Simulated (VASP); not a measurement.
# Al (C2/m) in VASP: notebook, part 2 of 2

VASP 6.6.1. Earlier steps stand in the parts before.

## (4) Single point, PBE

This run uses another cell than the first one, of 17.13 Å³/atom, 1.040 times its volume.

INCAR

```
PREC = Accurate ; ENCUT = 520
EDIFF = 1E-7 ; ISMEAR = 0
SIGMA = 0.1 ; LREAL = False
LASPH = True ; NELM = 100
ALGO = Fast ; ISIF = 2
LWAVE = False ; LCHARG = False
GGA = PE ; NBANDS = 12
```

KPOINTS

```
regular mesh
0
Gamma
  6 6 6
```

POSCAR

```
Al
1.0
    4.5917187062      0.0000000000      0.0000000000
   -2.2958593531      3.9765450466      0.0000000000
    0.0000000000      0.0000000000      2.8143170106
Al
3
Direct
    0.3333333333      0.6666666667      0.5000000000
    0.0000000000      0.0000000000      0.0000000000
    0.6666666667      0.3333333333      0.5000000000
```

Potentials or basis: VASP PAW PBE potentials, release 64 (Al).

Started as:

```bash
cat potpaw_PBE.64/Al/POTCAR > POTCAR
mpirun -np 1 vasp_std > vasp.out
```

OUTCAR:

```text
PREC = Accurate
   ENCUT = 520
   EDIFF = 1E-7
   ISMEAR = 0
   LREAL = False
   LASPH = True
   NELM = 100
   ISIF = 2
   GGA = PE

 ion  position               nearest neighbor table
   1  0.333  0.667  0.500-   3 2.65   3 2.65   3 2.65   2 3.00   2 3.00   2 3.00   2 3.00   2 3.00
                             2 3.00
   2  0.000  0.000  0.000-   1 3.00   3 3.00   1 3.00   3 3.00   1 3.00   1 3.00   3 3.00   3 3.00
                             3 3.00   3 3.00   1 3.00   1 3.00
   3  0.667  0.333  0.500-   1 2.65   1 2.65   1 2.65   2 3.00   2 3.00   2 3.00   2 3.00   2 3.00
                             2 3.00

  LATTYP: Found a hexagonal cell.
 ALAT       =     4.5917187062
 C/A-ratio  =     0.6129114588

  Lattice vectors:

 A1 = (   4.5917187062,   0.0000000000,   0.0000000000)
 A2 = (  -2.2958593531,   3.9765450466,   0.0000000000)
 A3 = (   0.0000000000,   0.0000000000,   2.8143170106)

Analysis of symmetry for initial positions (statically):
=====================================================================
 Subroutine PRICEL returns:
 Original cell was already a primitive cell.

 Routine SETGRP: Setting up the symmetry group for a
[... 189 lines left out ...]
      8      14.0695      0.00000
      9      14.9975      0.00000
     10      21.0110      0.00000
     11      21.3138      0.00000
     12      21.6528      0.00000
[... 331 lines left out ...]
 k-point    24 :       0.3333    0.0000    0.5000
  band No.  band energies     occupation
      1       2.0424      2.00000
      2       2.6394      2.00000
      3       5.0224      2.00000
      4       5.6168      2.00000
      5       7.4623      1.99706
      6       8.4660      0.00000
      7       8.5380      0.00000
      8       8.5969      0.00000
      9      13.2514      0.00000
     10      14.3364      0.00000
     11      14.5464      0.00000
     12      14.5952      0.00000

 [... further k-points ...]

------------------------ aborting loop because EDIFF is reached ----------------------------------------

  FORCE on cell =-STRESS in cart. coord.  units (eV):
  Direction    XX          YY          ZZ          XY          YZ          ZX
  --------------------------------------------------------------------------------------
  -------------------------------------------------------------------------------------
  Total       -0.0201708     -0.0201708     -0.0163135      0.0000000     -0.0000000      0.0000000
  in kB       -0.6288969     -0.6288969     -0.5086327      0.0000000     -0.0000000      0.0000000
  external PRESSURE =      -0.5888088 kB  Pullay stress =       0.0000000 kB

 VOLUME and BASIS-vectors are now :
 -----------------------------------------------------------------------------
  energy-cutoff  :      520.00
  volume of cell :       51.39
      direct lattice vectors                 reciprocal lattice vectors
     4.591718706  0.000000000  0.000000000     0.217783376  0.125737291  0.000000000
    -2.295859353  3.976545047  0.000000000     0.000000000  0.251474581  0.000000000
     0.000000000  0.000000000  2.814317011     0.000000000  0.000000000  0.355325998

 POSITION                                       TOTAL-FORCE (eV/Angst)
 -----------------------------------------------------------------------------------
     -0.00000      2.65103      1.40716        -0.000000      0.000000      0.000000
      0.00000      0.00000      0.00000        -0.000000      0.000000      0.000000
      2.29586      1.32552      1.40716         0.000000     -0.000000     -0.000000
 -----------------------------------------------------------------------------------
    total drift:                               -0.000000     -0.000000     -0.000000

  FREE ENERGIE OF THE ION-ELECTRON SYSTEM (eV)
  ---------------------------------------------------
  free  energy   TOTEN  =       -10.9754495446 eV

  energy  without entropy=      -10.9707038627  energy(sigma->0) =      -10.97307670
```

It took 19 s on 1 thread of Intel Xeon Platinum 8488C (Sapphire Rapids), shared host; peak memory 0.16 GiB.

Results:

```yaml
Free_energy: -10.9754 eV
Pressure: -0.1 GPa
Band_gap_on_the_k_mesh: none (metal or under the smearing width)
```

Levels at points of the mesh, in eV from the Fermi level:
| k point | band 2 | band 3 | band 4 | band 5 | band 6 | band 7 |
| --- | --- | --- | --- | --- | --- | --- |
| (0.00, 0.00, 0.00) | -2.13 | -2.13 | -2.03 | -2.03 | -1.38 | -1.28 |
| (0.50, 0.00, 0.00) | -8.60 | -4.26 | -3.88 | 4.31 | 4.57 | 4.76 |
| (0.00, 0.00, 0.50) | -6.03 | 1.32 | 1.32 | 1.91 | 2.15 | 2.15 |
| (0.50, 0.00, 0.50) | -4.25 | -3.90 | -3.67 | -0.44 | 0.58 | 0.63 |

Caveat: the k mesh is coarse (spacing up to 0.37 Å⁻¹), so the values aren't converged.

## (5) Relaxation of cell and atoms, PBE

This run uses another cell than the first one, of 15.80 Å³/atom, 0.959 times its volume.

INCAR

```
PREC     = Accurate       # precision mode
ENCUT    = 600            # plane-wave cutoff, eV
EDIFF    = 1E-6           # SCF threshold, eV
ISMEAR   = 0              # smearing method
SIGMA    = 0.1            # smearing width, eV
LREAL    = False          # projectors in reciprocal space
LASPH    = True           # aspherical terms in the spheres
NELM     = 100            # most SCF steps
ALGO     = Normal         # electronic algorithm
ISIF     = 3              # what is computed and relaxed
LWAVE    = False          # write WAVECAR
LCHARG   = False          # write CHGCAR
GGA      = PE             # functional
IBRION   = 2              # ionic algorithm
NSW      = 90             # ionic steps
EDIFFG   = -0.04          # ionic threshold
```

KPOINTS is that of step 4.

POSCAR

```
Al
1.0
    4.0044813180      0.0000000000      0.0000000000
   -2.0022406590      3.4679825503      0.0000000000
    0.0000000000      0.0000000000      3.4135100887
Al
3
Direct
    0.3333333333      0.6666666667      0.5000000000
    0.0000000000      0.0000000000      0.0000000000
    0.6666666667      0.3333333333      0.5000000000
```

Started as:

```bash
cat potpaw_PBE.64/Al/POTCAR > POTCAR
mpirun -np 1 vasp_std > vasp.out
```

It took 82 s on 1 thread of Intel Xeon Platinum 8488C (Sapphire Rapids), shared host; peak memory 0.16 GiB.

The run converged. Its results:

| Property | Result |
| --- | --- |
| Free energy | -10.9751 eV |
| Relaxed volume | 17.05 Å³/atom |
| Relaxed cell | a = 4.585 Å, b = 4.585 Å, c = 2.810 Å, α = 90.00°, β = 90.00°, γ = 120.00° |
| Space group after relaxing (to 0.05 Å) | P6/mmm (No. 191) |
| Energy gained by relaxing | 402.4 meV/atom |
| Ionic steps | 16 |
| Pressure after relaxing | 0.3 GPa |
| Band gap on the k mesh | none (metal or under the smearing width) |

Stress tensor (GPa, compression positive):
```
0.30 0.00 0.00
0.00 0.30 0.00
0.00 0.00 0.22
```

Step by step:
```tsv
step	energy change (eV)	largest force (eV/Å)	pressure (GPa)	volume (Å³)
1	0.0000	0.0000	19.25	47.41
2	-0.7057	0.0000	-5.26	61.23
3	-0.7633	0.0000	-1.92	57.06
4	-0.7633	0.0000	-2.15	57.27
5	-0.8128	0.0000	-1.03	55.75
6	-1.0742	0.0000	1.79	51.10
7	0.1033	0.0000	29.92	41.38
8	-1.1069	0.0000	2.84	50.18
9	-1.0053	0.0000	9.96	45.84
10	-1.1481	0.0000	4.31	48.98
11	-1.1423	0.0000	6.17	47.74
12	-1.1536	0.0000	5.07	48.44
13	-1.1667	0.0000	4.70	48.44
14	-1.1668	0.0000	4.72	48.44
15	-1.1839	0.0000	3.50	49.11
16	-1.2072	0.0000	0.27	51.16
```

Final structure:
```cif
data_structure
_symmetry_space_group_name_H-M 'P 1'
_symmetry_Int_Tables_number 1
_cell_length_a 4.5847
_cell_length_b 4.5847
_cell_length_c 2.8102
_cell_angle_alpha 90.000
_cell_angle_beta 90.000
_cell_angle_gamma 120.000
_cell_volume 51.16
loop_
_atom_site_label
_atom_site_type_symbol
_atom_site_fract_x
_atom_site_fract_y
_atom_site_fract_z
_atom_site_occupancy
Al1 Al 0.33333 0.66667 0.50000 1
Al2 Al 0.00000 0.00000 0.00000 1
Al3 Al 0.66667 0.33333 0.50000 1
```

Levels at points of the mesh, in eV from the Fermi level:
```csv
k point,band 1,band 2,band 3,band 4,band 5,band 6,band 7,band 8
"(0.00, 0.00, 0.00)",-10.97,-2.13,-2.13,-2.04,-2.04,-1.37,-1.26,7.35
"(0.50, 0.00, 0.00)",-8.66,-8.62,-4.27,-3.88,4.32,4.58,4.78,4.90
"(0.00, 0.00, 0.50)",-6.65,-6.05,1.33,1.33,1.92,2.15,2.15,2.55
"(0.50, 0.00, 0.50)",-4.51,-4.25,-3.92,-3.68,-0.45,0.59,0.64,0.68
```

## (6) The runs side by side

| task | cell | cutoff (eV) | mesh quality | gap on the mesh (eV) | pressure (GPa) |
| --- | --- | --- | --- | --- | --- |
| single point | C2/m, 16.47 Å³/atom | 520 | coarse | none | 0.0 |
| relaxation of cell and atoms | relaxed | 600 | not flagged | none | 0.3 |
| single point | P6/mmm, 17.13 Å³/atom | 520 | coarse | none | -0.1 |

Alike in all rows: level PBE; potentials or basis VASP PAW PBE potentials, release 64 (Al); no spin polarisation; k mesh 6 × 6 × 6; smearing gaussian 0.1 eV.

Caveats: some runs use coarse meshes.

Absolute energies hang on the potentials; compare differences alone.
